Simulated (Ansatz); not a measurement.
simple cubic against fcc along the lanthanides

Method: Ansatz, DFT, LDA (PW92), plane waves (420 eV) with PAW, scalar-relativistic. (PAW data from PBE, frozen cores regenerated.)

Each structure is relaxed within its symmetry, in the lowest magnetic state of the tried starts. Differences under about 8 meV lie within the error of the k-point mesh.

Semilocal functionals delocalise ytterbium's f shell and shrink the cell.

```tsv
element	E(simple cubic) − E(fcc) (meV/atom)	V(simple cubic) (Å³/atom)	V(fcc) (Å³/atom)	state of simple cubic	state of fcc
La	452	31.76	31.98	spin not included	spin not included
Yb	509	30.64	29.62	spin not included	non-magnetic
Lu	841	28.40	25.62	spin not included	spin not included
```
